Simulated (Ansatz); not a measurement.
# AlP, space group F-43m: a band structure

Computed with the Ansatz DFT code, driven from Python.

Notebook, run cell by cell (the value of a cell's last expression is shown):

**Cell 1**
```python
from dataclasses import dataclass

import ansatz as az
from ase.data import atomic_numbers
import numpy as np
import spglib
```

**Cell 2**
```python
@dataclass(frozen=True)
class Options:
    xc: str = "r2scan"
    ecut: int = 650
    mesh: tuple[int, ...] = (6, 6, 6)
    filling: str = "methfessel_paxton"
    n_empty: int = 10
```

**Cell 3**
```python
settings = Options()
```

**Cell 4**
```python
lattice = az.Lattice.of(
    (0.0, 2.7255, 2.7255),
    (2.7255, 0.0, 2.7255),
    (2.7255, 2.7255, 0.0),
)
sites = [
    ("Al", (0.0, 0.0, 0.0)),
    ("P", (0.25, 0.25, 0.25)),
]
cell = az.Crystal(lattice=lattice)
for symbol, position in sites:
    cell = cell.atom(symbol, position)

[site.symbol for site in cell.resolved().sites]
```
Output:
```text
['Al', 'P']
```

**Cell 5**
```python
# high-symmetry points in fractions of the reciprocal vectors
path = [
    ("K", (-0.375, 0.0, 0.375)),
    ("G", (0.0, 0.0, 0.0)),
    ("L", (0.0, 0.0, 0.5)),
    ("W", (-0.5, -0.25, 0.25)),
    ("X", (-0.5, -0.5, 0.0)),
]
calc = cell.calculation()
calc = calc.functional(settings.xc)
calc = calc.basis(settings.ecut)
calc = calc.kpoints(*settings.mesh)
calc = calc.occupations(settings.filling, width=10 * az.meV)
calc = calc.band_structure([point for _, point in path], intervals=8)
calc = calc.scf(extra_bands=settings.n_empty)
history = []
res = calc.session().plan().execute(on_event=lambda event: history.append(event["data"]["dr2_ev"]) if event["event"] == "scf_iter" else None)
rep = res.report
```

**Cell 6**
```python
rep["n_kpoints"], rep["n_symmetry_ops"], rep["n_pw"]
```
Output:
```text
(16, 24, 1471)
```

**Cell 7**
```python
type(res).__name__, type(rep).__name__
```
Output:
```text
('RunOutcome', 'dict')
```

**Cell 8**
```python
res.unlabelled_reasons
```
Output:
```text
['no_forces']
```

**Cell 9**
```python
print("density residual by iteration (eV):", " ".join(f"{value:.1e}" for value in history[:40]))
```
Output:
```text
density residual by iteration (eV): 3.0e-03 1.3e-03 3.8e-04 1.3e-05 6.7e-08 6.0e-09
```

**Cell 10**
```python
print("%-22s %14.5f eV" % ("F = E - TS", rep["free_energy_ev"]))
print("%-22s %14.5f eV" % ("E", rep["internal_energy_ev"]))
print("%-22s %14.5f eV" % ("Harris-Foulkes", rep["harris_foulkes_ev"]))
print("%-22s %14.5f eV" % ("Fermi level", rep["fermi_energy_ev"]))

spg_cell = (res.lattice.cell_ang, [s.position_frac for s in res.lattice.sites], [atomic_numbers[s.symbol] for s in res.lattice.sites])
# space group as spglib finds it
found = spglib.get_symmetry_dataset(spg_cell, symprec=1e-3)
print(found.international, found.number, "point group", found.pointgroup)
for site, letter, group in zip(res.lattice.sites, found.wyckoffs, found.site_symmetry_symbols):
    print(f"  {site.symbol:2s} Wyckoff {letter}  site symmetry {group}")
```
Output:
```text
F = E - TS                -1301.05791 eV
E                         -1301.05791 eV
Harris-Foulkes            -1301.05791 eV
Fermi level                   5.88473 eV
F-43m 216 point group -43m
  Al Wyckoff a  site symmetry -43m
  P  Wyckoff d  site symmetry -43m
```

**Cell 11**
```python
terms = rep["components"]
{name: round(terms[name], 3) for name in ("e_kinetic", "e_hartree", "e_xc", "e_local", "e_nonlocal", "e_ewald", "e_paw") if name in terms}
```
Output:
```text
{'e_kinetic': 94.469,
 'e_hartree': 25.123,
 'e_xc': -95.871,
 'e_local': -81.281,
 'e_nonlocal': 43.452,
 'e_ewald': -237.674,
 'e_paw': -1049.126}
```

**Cell 12**
```python
bands = res.band_structure()
fermi = bands.fermi_energy_ev
print(f"zero of the bands: {fermi:.3f} eV, the Fermi level found on the SCF mesh")
for spin, channel in enumerate(bands.channels):
    levels = channel.eigenvalues_ev - fermi
    crossing = [b for b in range(levels.shape[1]) if levels[:, b].min() < 0 < levels[:, b].max()]
    print(f"channel {spin}: bands that cross the Fermi level on this path:", [b + 1 for b in crossing] or "none")
    shown = crossing or sorted(np.argsort(np.abs(levels).min(axis=0))[:2])
    for k, row in zip(bands.kpoints_frac, levels[:, shown]):
        print(f"{k[0]:7.3f} {k[1]:7.3f} {k[2]:7.3f}  ", " ".join(f"{e:8.3f}" for e in row))
```
Output:
```text
zero of the bands: 5.885 eV, the Fermi level found on the SCF mesh
channel 0: bands that cross the Fermi level on this path: none
 -0.375   0.000   0.375     -4.494   -2.757
 -0.328   0.000   0.328     -4.589   -2.442
 -0.281   0.000   0.281     -4.243   -2.076
 -0.234   0.000   0.234     -3.652   -1.705
 -0.187   0.000   0.187     -2.946   -1.384
 -0.141   0.000   0.141     -2.216   -1.154
 -0.094   0.000   0.094     -1.566   -1.022
 -0.047   0.000   0.047     -1.111   -0.964
  0.000   0.000   0.000     -0.949   -0.949
  0.000   0.000   0.062     -0.990   -0.990
  0.000   0.000   0.125     -1.102   -1.102
  0.000   0.000   0.187     -1.252   -1.252
  0.000   0.000   0.250     -1.409   -1.409
  0.000   0.000   0.312     -1.549   -1.549
  0.000   0.000   0.375     -1.657   -1.657
  0.000   0.000   0.437     -1.724   -1.724
  0.000   0.000   0.500     -1.747   -1.747
 -0.063  -0.031   0.469     -1.952   -1.793
 -0.125  -0.062   0.437     -2.448   -1.935
 -0.187  -0.094   0.406     -3.045   -2.170
 -0.250  -0.125   0.375     -3.615   -2.488
 -0.312  -0.156   0.344     -4.069   -2.866
 -0.375  -0.187   0.312     -4.322   -3.268
 -0.437  -0.219   0.281     -4.335   -3.643
 -0.500  -0.250   0.250     -4.249   -3.851
 -0.500  -0.281   0.219     -4.205   -3.829
 -0.500  -0.312   0.187     -4.083   -3.765
 -0.500  -0.344   0.156     -3.907   -3.665
 -0.500  -0.375   0.125     -3.702   -3.538
 -0.500  -0.406   0.094     -3.496   -3.401
 -0.500  -0.437   0.062     -3.315   -3.272
 -0.500  -0.469   0.031     -3.190   -3.179
 -0.500  -0.500   0.000     -3.145   -3.145
```

Caveats:
- Absolute energies stand on the zero of these potentials, so only differences at equal settings mean something. A total without «per atom» is that of the cell as typed.
- The energy terms are those on the plane-wave grid, with the one-centre PAW part apart; the terms shown are only some of the summands, so they needn't add up to F.
- The zero of the levels is a convention of the potentials, so an absolute Fermi energy is no work function.
- Of the deposited cell: the entry's cell lengths or inner coordinates differ somewhat from later room-temperature determinations.
- In a crystal with a gap the Fermi level's place inside it depends on smearing and mesh.
- The structure is a deposited one; some such entries were measured under pressure or heat, so a shift against it needn't be the functional's error alone.
- Levels are Kohn-Sham eigenvalues on this mesh.
- Processor time in the engine: 4.7 s on 1 thread of Intel(R) Xeon(R) Processor @ 2.30GHz, on a shared host, peak memory 0.61 GiB.
